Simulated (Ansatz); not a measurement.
This geometry of a periodic cell of 28 atoms, Ag (surface Ag(100), adsorbate Ag) is a first-order saddle point. Atoms 1 to 9 are held.

Theory: DFT PBE, scalar-relativistic, plane waves, PAW in Ansatz 0.2.0. Settings: cutoff 420 eV, k mesh 3x3x1, gaussian smearing 0.1 eV, no spin polarisation.

```xyz
28
Lattice="8.8035 0.0000 0.0000 0.0000 8.8035 0.0000 0.0000 0.0000 16.1500" Properties=species:S:1:pos:R:3
Ag 0.000 0.000 6.000
Ag 2.934 0.000 6.000
Ag 5.869 0.000 6.000
Ag 0.000 2.934 6.000
Ag 2.934 2.934 6.000
Ag 5.869 2.934 6.000
Ag 0.000 5.869 6.000
Ag 2.934 5.869 6.000
Ag 5.869 5.869 6.000
Ag 1.545 1.545 8.104
Ag 4.426 1.443 8.013
Ag 7.392 1.449 8.000
Ag 1.443 4.426 8.013
Ag 4.324 4.324 8.104
Ag 7.281 4.420 8.000
Ag 1.449 7.392 8.000
Ag 4.420 7.281 8.000
Ag 7.336 7.336 8.021
Ag 0.101 0.101 10.103
Ag 3.096 -0.087 10.029
Ag 5.960 -0.091 10.044
Ag -0.087 3.096 10.029
Ag 3.885 3.885 11.311
Ag 5.956 2.773 10.029
Ag -0.091 5.960 10.044
Ag 2.773 5.956 10.029
Ag 5.768 5.768 10.103
Ag 1.984 1.984 11.311
```

(1) Which two structures does it join? (They come from a converged band through this point; their orientation in space is the band's.)

(2) How far does it lie above each of them?

## Answers

(1) Contacts lost: Ag10–Ag23, Ag11–Ag23, Ag13–Ag23, Ag19–Ag28, Ag20–Ag23, Ag22–Ag23. Contacts made: Ag11–Ag28, Ag13–Ag28, Ag14–Ag28, Ag23–Ag27, Ag24–Ag28, Ag26–Ag28. The atom that moves furthest is Ag23, by 2.74 Å.

Image 0:

```xyz
28
Lattice="8.8035 0.0000 0.0000 0.0000 8.8035 0.0000 0.0000 0.0000 16.1500" Properties=species:S:1:pos:R:3
Ag 0.000 0.000 6.000
Ag 2.934 0.000 6.000
Ag 5.869 0.000 6.000
Ag 0.000 2.934 6.000
Ag 2.934 2.934 6.000
Ag 5.869 2.934 6.000
Ag 0.000 5.869 6.000
Ag 2.934 5.869 6.000
Ag 5.869 5.869 6.000
Ag 1.467 1.467 8.025
Ag 4.387 1.467 8.028
Ag 7.351 1.467 8.028
Ag 1.467 4.387 8.028
Ag 4.392 4.392 8.027
Ag 7.346 4.392 8.028
Ag 1.467 7.351 8.028
Ag 4.392 7.346 8.028
Ag 7.346 7.346 8.028
Ag -0.023 -0.023 10.098
Ag 2.958 -0.024 10.097
Ag 5.869 0.008 10.053
Ag -0.024 2.958 10.097
Ag 2.959 2.959 10.096
Ag 5.869 2.927 10.053
Ag 0.008 5.869 10.053
Ag 2.927 5.869 10.053
Ag 5.869 5.869 10.029
Ag 1.472 1.470 11.928
```

Image 4:

```xyz
28
Lattice="8.8035 0.0000 0.0000 0.0000 8.8035 0.0000 0.0000 0.0000 16.1500" Properties=species:S:1:pos:R:3
Ag 0.000 0.000 6.000
Ag 2.934 0.000 6.000
Ag 5.869 0.000 6.000
Ag 0.000 2.934 6.000
Ag 2.934 2.934 6.000
Ag 5.869 2.934 6.000
Ag 0.000 5.869 6.000
Ag 2.934 5.869 6.000
Ag 5.869 5.869 6.000
Ag 1.477 1.477 8.027
Ag 4.402 1.482 8.028
Ag 7.326 1.477 8.028
Ag 1.482 4.402 8.028
Ag 4.402 4.402 8.025
Ag 7.321 4.402 8.028
Ag 1.477 7.326 8.028
Ag 4.402 7.321 8.028
Ag 7.326 7.326 8.028
Ag 0.000 0.000 10.029
Ag 2.942 0.000 10.053
Ag 5.861 0.000 10.053
Ag 0.000 2.942 10.053
Ag 4.397 4.399 11.928
Ag 5.893 2.911 10.097
Ag 0.000 5.861 10.053
Ag 2.911 5.893 10.097
Ag 5.892 5.892 10.098
Ag 2.910 2.910 10.096
```

(2) 0.79 eV above the first and 0.79 eV above the second. This is the barrier of this one path; another mechanism may lie lower. Limits of this set-up: coarse k mesh, thin slab, slab without dipole correction.

Time of the run: 19 min on 8 threads of Intel(R) Xeon(R) Platinum 8488C (Sapphire Rapids) (shared host), peak memory 16 GiB.
